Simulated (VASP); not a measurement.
The system is Te.

```
CELL_PARAMETERS angstrom
2.30590 1.33131 1.69095
-2.30590 1.33131 1.69095
0.00000 -2.66263 1.69095
ATOMIC_POSITIONS crystal
Te 0.50000 0.50000 0.50000
```

This isn't the form of Te at room conditions, which is trigonal, of chains.

```yaml
Program: VASP 6.6.1
Task: relaxation of cell and atoms
Functional: PBE
Potentials_or_basis: VASP PAW PBE potentials, release 64 (Te)
Cutoff: 600 eV
k_mesh: 18 × 18 × 18
Occupations: gaussian, width 0.1 eV
Spin: no spin polarisation
```

At the start: pressure 2.4 GPa; volume 31.15 Å³/atom.

Q: How do energy, volume and symmetry change on relaxing?

A: Over 11 steps the energy falls by 13.8 meV/atom and the volume is 32.73 Å³/atom (+5.1 %); space group R-3m (No. 166, to 0.05 Å).

The path:
```csv
step,energy change (eV),largest force (eV/Å),pressure (GPa),volume (Å³)
1,0.0000,0.0000,2.36,31.15
2,-0.0069,0.0000,-1.09,33.26
3,-0.0096,0.0000,0.06,32.50
4,-0.0095,0.0000,-0.07,32.54
5,-0.0101,0.0000,-0.08,32.58
6,-0.0114,0.0000,-0.11,32.67
7,-0.0131,0.0000,-0.19,32.83
8,-0.0131,0.0000,-0.49,33.06
9,-0.0136,0.0000,-0.30,32.94
10,-0.0122,0.0000,0.95,32.17
11,-0.0138,0.0000,0.00,32.73
```

Final structure:
```xyz
1
Lattice="2.2712 1.3113 1.8315 -2.2712 1.3113 1.8315 0.0000 -2.6225 1.8315" Properties=species:S:1:pos:R:3 pbc="T T T"
Te    0.0000    0.0000    2.7473
```
